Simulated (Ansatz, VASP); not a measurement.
# Mg in VASP and in Ansatz

Contents of INCAR:

```
SYSTEM = Mg
ALGO = Normal
EDIFF = 1E-6
EDIFFG = -0.002
ENCUT = 600
GGA = PS
IBRION = 2
ISIF = 3
ISMEAR = 0
LASPH = .TRUE.
LCHARG = .FALSE.
LREAL = .FALSE.
LWAVE = .FALSE.
NELM = 100
NSW = 100
PREC = Accurate
SIGMA = 0.1
```

Contents of KPOINTS:

```
k-points
0
G
  15 15 8
  0 0 0
```

POSCAR

```
Mg
1.0
    3.1800000000      0.0000000000      0.0000000000
   -1.5900000000      2.7539608000      0.0000000000
    0.0000000000      0.0000000000      5.1600000000
Mg
2
Direct
    0.3333333000      0.6666667000      0.2500000000
    0.6666667000      0.3333333000      0.7500000000
```

Input for Ansatz:

```yaml
crystal:
  lattice:
    - [3.18, 0.0, 0.0]
    - [-1.59, 2.7539608, 0.0]
    - [0.0, 0.0, 5.16]
  atoms:
    - { symbol: Mg, position: [0.3333333, 0.6666667, 0.25] }
    - { symbol: Mg, position: [0.6666667, 0.3333333, 0.75] }
basis:
  ecutwfc: 420
kpoints:
  mp_grid: { grid: [15, 15, 8] }
hamiltonian:
  xc: pbesol
  pseudopotentials: { kind: paw, azcp: { folder: soft_1 } }
scf:
  occupations: { method: gaussian, width: 0.1 }
output:
  forces: true
  stress: true
  eigenvalues: true
relax:
  adjacent_minimum: "off"
  f_tol: 0.002
  max_steps: 80
  cell: { stress_tol: 0.02 }
```

The cell was built by a generator and needn't be a form met in nature.

Alike in both runs: task relaxation of cell and atoms; functional PBEsol; k mesh 15 × 15 × 8; occupations gaussian, width 0.1 eV; no spin polarisation.

|  | VASP | Ansatz |
| --- | --- | --- |
| version | VASP 6.6.1 | Ansatz 0.2.0 |
| potentials or method | VASP PAW PBE potentials, release 64 (Mg) | scalar-relativistic, plane waves, PAW |
| plane-wave cutoff (eV) | 600 | 420 |
| valence electrons in the cell | 4 | 20 |

```csv
,VASP,Ansatz,Ansatz less VASP
"gap on the k mesh at the Fermi level, each at its own relaxed structure (eV)",none,none,-
relaxed volume (Å³/atom),22.47,22.49,+0.018
relaxed cell length with the largest relative difference (Å),3.188,3.189,+0.0009
```

A gap of «none» marks a metal or a gap that the smearing closes. The two sets of potentials don't hold the same shells in valence. Ansatz warned: «pseudo_functional_mismatch».

Caveats: the PAW data sets were made with another functional, which shifts forces and pressure a little (VASP).
